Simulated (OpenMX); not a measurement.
# GaP under changes of volume

One of the cells (20.240 Å³/atom); the others are scaled copies at fixed shape and fractional positions:

```xyz
2
Lattice="0.0000 2.7252 2.7252 2.7252 0.0000 2.7252 2.7252 2.7252 0.0000" Properties=species:S:1:pos:R:3 pbc="T T T"
Ga    0.0000    0.0000    0.0000
P     4.0879    4.0879    4.0879
```

```yaml
Program: OpenMX 3.8.5
Functional: PBE
Potentials_or_basis: OpenMX 2013 PBE set, Ga7.0-s2p2d1, P7.0-s2p2d1, fixed grid of 42 × 42 × 42 points
k_mesh: 9 × 9 × 9
Occupations: fermi-dirac, width 0.05 eV
Spin: no spin polarisation
```

```csv
volume (Å³/atom),energy over the lowest point (meV/atom),gap on the mesh (eV)
19.026,83.28,1.80
19.431,56.03,1.85
19.836,?,?
20.240,19.27,1.89
20.645,8.47,1.79
21.050,2.35,1.60
21.455,0.00,1.43
```

Q: What does the run at 19.836 Å³/atom give?

A: Energy over the lowest point 35.10 meV/atom; gap on the mesh 1.89 eV.

Worked out: A Birch-Murnaghan fit of order 3 (a polynomial in V^(-2/3)) to the other rows has its minimum at 21.50 Å³/atom, just outside them, with B0 = V·E''(V) = 75 GPa and B' = 4.5. It gives 34.87 meV/atom at 19.836 Å³/atom, against the run's 35.10. A parabola through the other rows of the gap, of slope -0.238 eV per unit of ln V there, gives 1.91 eV, against the run's 1.89.

Energies are extrapolated to zero smearing.

Caveats: the basis has few d functions beyond the semicore shells, which can make volumes several per cent too large; an odd mesh through Γ misses points on the zone boundary, where band edges often lie; the basis of atomic orbitals isn't converged, which shifts pressures, moduli and gaps. Spin-orbit coupling on Ga is left out.
